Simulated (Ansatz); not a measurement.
# Si: the cost of one run

All numbers below are computed with Ansatz 0.2.0 (DFT PBEsol, plane waves, PAW, scalar-relativistic, no spin polarisation).

## (1) Starting point

The cell holds 17 atoms (Si17): a = 7.679 Å, b = 7.679 Å, c = 7.679 Å, α = 60.00°, β = 60.00°, γ = 60.00°.

Its coordinates follow in the input file.

## (2) End point A

input.yaml reads:

```yaml
crystal:
  lattice:
    - [0.0, 5.43, 5.43]
    - [5.43, 0.0, 5.43]
    - [5.43, 5.43, 0.0]
  atoms:
    - { symbol: Si, position: [0.0, 0.0, 0.0] }
    - { symbol: Si, position: [0.125, 0.125, 0.125] }
    - { symbol: Si, position: [0.0, 0.0, 0.5] }
    - { symbol: Si, position: [0.125, 0.125, 0.625] }
    - { symbol: Si, position: [0.0, 0.5, 0.0] }
    - { symbol: Si, position: [0.125, 0.625, 0.125] }
    - { symbol: Si, position: [0.0, 0.5, 0.5] }
    - { symbol: Si, position: [0.125, 0.625, 0.625] }
    - { symbol: Si, position: [0.5, 0.0, 0.0] }
    - { symbol: Si, position: [0.625, 0.125, 0.125] }
    - { symbol: Si, position: [0.5, 0.0, 0.5] }
    - { symbol: Si, position: [0.625, 0.125, 0.625] }
    - { symbol: Si, position: [0.5, 0.5, 0.0] }
    - { symbol: Si, position: [0.625, 0.625, 0.125] }
    - { symbol: Si, position: [0.5, 0.5, 0.5] }
    - { symbol: Si, position: [0.625, 0.625, 0.625] }
    - { symbol: Si, position: [0.8826065, 0.8798504, 0.3706297] }
basis:
  ecutwfc: 420.0
kpoints:
  mp_grid: { grid: [2, 2, 2] }
hamiltonian:
  xc: pbesol
  pseudopotentials: { kind: paw, azcp: { folder: soft_1 } }
scf:
  occupations: { method: gaussian, width: 0.02 }
  lower_state_search: "off"
relax:
  f_tol: 0.03
  max_steps: 60
  adjacent_minimum: "off"
```

Command:

```sh
$ ansatz run input.yaml --threads 1 --pin off --max-ram 3072MiB --backend cpu --events-out ev --progress --plain --runs-dir out
```

Q: Estimate wall time and peak memory on 1 thread of Arm Neoverse V1, shared host.

About 18 s, with a peak of 0.49 GiB.
